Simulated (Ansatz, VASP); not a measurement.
## One calculation of H, two programs

File INCAR:

```
SYSTEM = H
ALGO = Normal ; EDIFF = 1E-7
ENCUT = 520 ; GGA = PE
ISIF = 2 ; ISMEAR = -1
LASPH = .True. ; LCHARG = .False.
LREAL = .False. ; LWAVE = .False.
NBANDS = 8 ; NELM = 80
PREC = Accurate ; SIGMA = 0.05
```

The input KPOINTS:

```
k-points
0
Gamma
  11 11 11
  0 0 0
```

The input POSCAR:

```
H
1.0
   -1.6570036692      1.6570036692      2.0164525258
    1.6570036692     -1.6570036692      2.0164525258
    1.6570036692      1.6570036692     -2.0164525258
H
2
Direct
    0.0901377100      0.0901377100      0.0000000000
    0.9098622900      0.9098622900      0.0000000000
```

Contents of input.yaml:

```yaml
crystal:
  lattice:
    - [-1.6570036692, 1.6570036692, 2.0164525258]
    - [1.6570036692, -1.6570036692, 2.0164525258]
    - [1.6570036692, 1.6570036692, -2.0164525258]
  atoms:
    - { symbol: H, position: [0.09013771, 0.09013771, 0.0] }
    - { symbol: H, position: [0.90986229, 0.90986229, 0.0] }
hamiltonian:
  xc: pbe
  pseudopotentials: { kind: paw }
kpoints:
  mp_grid: { grid: [11, 11, 11] }
scf:
  occupations: { method: fermi_dirac, width: 0.05 }
output:
  forces: true
  stress: true
  eigenvalues: true
  write_density: true
  write_potential: true
  elf: true
  volumetric_format: npy
```

Change from the starting cell: volume scaled by 0.94.

Alike in both runs: task single point; functional PBE; k mesh 11 × 11 × 11; occupations fermi-dirac, width 0.05 eV; no spin polarisation.

```csv
,VASP,Ansatz
version,VASP 6.6.1,Ansatz 0.2.0
potentials or method,"VASP PAW PBE potentials, release 64 (H)",Ansatz PAW
plane-wave cutoff (eV),520,420
valence electrons in the cell,2,2
```

|  | VASP | Ansatz | Ansatz less VASP |
| --- | --- | --- | --- |
| gap on the k mesh at the Fermi level (eV) | 9.11 | 9.12 | +0.003 |
| least direct gap on the mesh (eV) | 9.97 | 9.97 | +0.003 |
| pressure (GPa) | 1.8 | 2.0 | +0.25 |
| largest component of the traceless stress (GPa) | 2.91 | 3.01 | +0.099 |
| rms of the force components (eV/Å) | 0.480 | 0.488 | +0.0084 |

Atom by atom the forces differ by 0.008 eV/Å (rms over components). The functional is the same, so the differences come from potentials, cutoffs and numerics.

Caveats: an odd mesh through Γ misses points on the zone boundary, where band edges often lie (VASP); odd divisions of the mesh miss points on the zone boundary, where band edges often lie, so the gap on the mesh can be too wide (Ansatz).
